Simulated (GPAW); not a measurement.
Something may be wrong with this GPAW 26.7.0 calculation of P.

Contents of run.py:

```python
import numpy as np
from ase import Atoms
from ase.dft.bandgap import bandgap
from ase.io import write
from gpaw import GPAW, PW
from gpaw.response.df import DielectricFunction

atoms = Atoms(['P', 'P', 'P', 'P'],
              cell=[[1.6477431241, -5.4650377251, 0.0],
                    [1.6477431241, 5.4650377251, 0.0],
                    [0.0, 0.0, 4.54363559]],
              scaled_positions=[[0.899698, 0.09025, 0.587658],
                                [0.093239, 0.903788, 0.412821],
                                [0.592632, 0.402123, 0.089233],
                                [0.408695, 0.601667, 0.911887]],
              pbc=True)

calc = GPAW(mode=PW(400),
            xc='PBE',
            kpts={'size': (4, 4, 3), 'gamma': True},
            occupations={'name': 'fermi-dirac', 'width': 0.001},
            nbands=21,
            convergence={'density': 1e-06},
            maxiter=75,
            txt='gpaw.txt')
atoms.calc = calc
energy = atoms.get_potential_energy()
calc.write('gs.gpw')
write('result.traj', atoms)
print(f'Energy: {energy:.6f} eV')
print('Fermi level:', round(calc.get_fermi_level(), 4), 'eV')
print(f'Gap: {bandgap(calc)[0]:.4f} eV, direct: {bandgap(calc, direct=True)[0]:.4f} eV')

dense = calc.fixed_density(kpts={'size': (5, 5, 4), 'gamma': True},
                           nbands=96, convergence={'bands': 90},
                           update_fermi_level=True, txt='dense.txt')
dense.write('dense.gpw', mode='all')

df = DielectricFunction('dense.gpw', frequencies={'type': 'nonlinear', 'domega0': 0.1, 'omega2': 10},
                        eta=5.0, ecut=40, nbands=90, txt='df.txt')
for i, q_c in enumerate([[0.4, 0.0, 0.0], [0.6, 0.0, 0.0]]):
    eels0, eels = df.get_eels_spectrum(xc='RPA', q_c=q_c, filename=f'eels_{i}.csv')
    q = np.linalg.norm(2 * np.pi * np.array(q_c) @ atoms.cell.reciprocal())
    w = df.get_frequencies()
    print(f'|q| = {q:.4f} 1/A: loss peak at {w[eels[w < 45].argmax()]:.3f} eV (below 45 eV)')
```

Potentials or basis: GPAW PAW data sets (gpaw-data 1.2.1), pw.

Command:

```sh
$ OMP_NUM_THREADS=1 python run.py
```

gpaw.txt:

```text
__  _  _
 | _ |_)|_||  |
 |__||  | ||/\| - 26.7.0

Input parameters:
  mode=PW(ecut=400.0),
  convergence={'density': 1e-06},
  kpts=MonkhorstPack(size=(4, 4, 3), gamma=True),
  maxiter=75,
  nbands=21,
  occupations=Occupations(name='fermi-dirac', width=0.001),
  xc=XC(name='PBE')

Diagonalizing LCAO Hamiltonian
Converting LCAO to pw mode

           P
             P

       P
         P

Atoms  # Å, Bohr magnetons
|   | symbol |        x |         y |        z |    initial magnetic moments |
|---|--------|----------|-----------|----------|-----------------------------|
| 0 |      P | 1.631180 | -4.423664 | 2.670104 | ( 0.0000,  0.0000,  0.0000) |
| 1 |      P | 1.642844 |  4.429681 | 1.875708 | ( 0.0000,  0.0000,  0.0000) |
| 2 |      P | 1.639101 | -1.041139 | 0.405442 | ( 0.0000,  0.0000,  0.0000) |
[... 124 lines left out ...]
|iter:   6| |  -21.174406c| -4.95 | -2.48 |
|iter:   7| |  -21.174444c| -6.15 | -2.96 |
|iter:   8| |  -21.174446c| -7.29 | -3.69 |
|iter:   9| |  -21.174446c| -7.97c| -4.07 |
|iter:  10| |  -21.174446c| -8.38c| -4.82 |
|iter:  11| |  -21.174446c| -9.10c| -5.34 |
|iter:  12| |  -21.174446c|-10.01c| -5.88 |
|iter:  13| |  -21.174446c|-10.66c| -6.30c|

Converged in 13 steps
Energy contributions relative to reference atoms: (reference = -37211.654635)

Energy contributions:
  Kinetic:          25.948918
  Coulomb:         -24.416824
  Zero:             -0.100256
  External:          0.000000
  Xc:              -22.606284
  Entropy:          -0.000000
  Spinorbit:         0.000000
  ----------------------------
  Free energy:     -21.174446
  Extrapolated:    -21.174446

dipole moment: (-0.187760, 0.077658, 0.062453)  # |e|*Ang

Fermi level: 5.945
Eigenvalues  # (at kpt = [0.000, 0.000, 0.000])
| band index |      eig [eV] | occ [0-2] |
|------------|---------------|-----------|
|          0 |        -9.942 |     2.000 |
|        ... |               |           |
|          2 |        -3.951 |     2.000 |
|          3 |        -0.867 |     2.000 |
|          4 |         0.979 |     2.000 |
|          5 |         0.987 |     2.000 |
|          6 |         1.840 |     2.000 |
|          7 |         3.121 |     2.000 |
[... 8 lines left out ...]
|         16 |        12.730 |     0.000 |
|         17 |        13.249 |     0.000 |
|        ... |               |           |
|         20 |        14.402 |     0.000 |

Gap: 0.152 eV
Transition (v -> c):
  (s=0, k=24, n=9, [0.50, 0.50, 0.00]) -> (s=0, k=24, n=10, [0.50, 0.50, 0.00])
No difference between direct/indirect transitions
```

On the terminal:

```text
<dir> UserWarning: The angles between your unit-cell vectors are 90.0, 90.0 and 146.4 degrees.  Results may be wrong!  Please Niggli-reduce your unit-cell so that the angles are closer to 90 degrees:

  from ase.build import niggli_reduce
  niggli_reduce(atoms)

  warnings.warn(
```

What happened, and what is wrong with the input?

The calculation hadn't finished when its time ran out. The input holds a flaw that was put in on purpose: broadening far too large.
